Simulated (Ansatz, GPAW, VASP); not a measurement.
**One calculation of Ir, 4 ways**

```
Ir
1.0
     0.00000    1.91560    1.91560
     1.91560    0.00000    1.91560
     1.91560    1.91560    0.00000
Ir
1
Direct
  0.00000 0.00000 0.00000
```

Alike in all runs: task single point; functional RPBE; k mesh 12 × 12 × 12; occupations gaussian, width 0.02 eV; no spin polarisation; no spin-orbit coupling. Pressure is positive in compression and, in plane waves, holds the error of the finite cutoff, which Ansatz's Pulay term estimates and takes out.

```json
{"program and potentials": "Ansatz, Ansatz PAW", "plane-wave cutoff (eV)": "420", "notes": "potentials made for PBE, which Ansatz adapts in part; 17 valence electrons an atom on average; Pulay term of +0.10 GPa included", "band gap (eV)": "no gap", "pressure (GPa)": "15.39"}
{"program and potentials": "GPAW, the program's PAW data sets (release 1.2.1) made for this functional", "plane-wave cutoff (eV)": "600", "notes": "15 valence electrons an atom on average", "band gap (eV)": "no gap", "pressure (GPa)": "14.71"}
{"program and potentials": "Ansatz, all-electron LAPW, scalar-relativistic", "plane-wave cutoff (eV)": "-", "notes": "-", "band gap (eV)": "no gap", "pressure (GPa)": "15.30"}
{"program and potentials": "VASP, PBE PAW files Ir, 520 eV", "plane-wave cutoff (eV)": "520", "notes": "potentials made for PBE; 9 valence electrons an atom on average", "band gap (eV)": "no gap", "pressure (GPa)": "15.74"}
```

None finds a gap. The pressure spans 14.71 (GPAW, the program's PAW data sets (release 1.2.1) made for this functional) to 15.74 GPa (VASP, PBE PAW files Ir, 520 eV), with all-electron results at 15.30. Some sets were made for another functional than the one run, which can shift their rows. The cell lies far from this level's equilibrium.

Differences between rows come from potentials, basis sets and numerical settings, since the functional is the same but for its coding. Runs on potential files found faulty are left out.
